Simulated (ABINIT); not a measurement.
The system is Mg.

```
Mg
1.0
     3.20930    0.00000    0.00000
    -1.60465    2.77934    0.00000
     0.00000    0.00000    5.21030
Mg
2
Direct
  0.66667 0.33333 0.75000
  0.33333 0.66667 0.25000
```

| Quantity | Value |
| --- | --- |
| Program | ABINIT 10.8.3 (patched build) |
| Task | single point |
| Functional | PBE |
| Potentials or basis | JTH PAW PBE v2.0 |
| Cutoff | 517 eV |
| k mesh | 10 × 10 × 5 |
| Occupations | fermi-dirac, width 0.05 eV |
| Spin | no spin polarisation |

On this cell: pressure -0.8 GPa; largest force under 0.003 eV/Å; band gap on the k mesh none (metal or under the smearing width).

The same run follows on a disturbed copy (atoms moved at random, drawn with an rms of 0.05 Å):

```
CELL_PARAMETERS angstrom
3.20930 0.00000 0.00000
-1.60465 2.77934 0.00000
0.00000 0.00000 5.21030
ATOMIC_POSITIONS crystal
Mg 0.67167 0.33858 0.75431
Mg 0.33659 0.68100 0.24316
```

Question: What does the disturbed cell give?

Answer: The energy (extrapolated to zero smearing) moves by +2.2 meV/atom; pressure -0.7 GPa; largest force 0.152 eV/Å; band gap on the k mesh none (metal or under the smearing width).

Forces on the atoms (eV/Å):
```
Mg  -0.012  0.019 -0.151
Mg   0.012 -0.019  0.151
```

Stress tensor (GPa, compression positive):
```
-1.16  0.04  0.02
 0.04 -1.01 -0.01
 0.02 -0.01  0.12
```
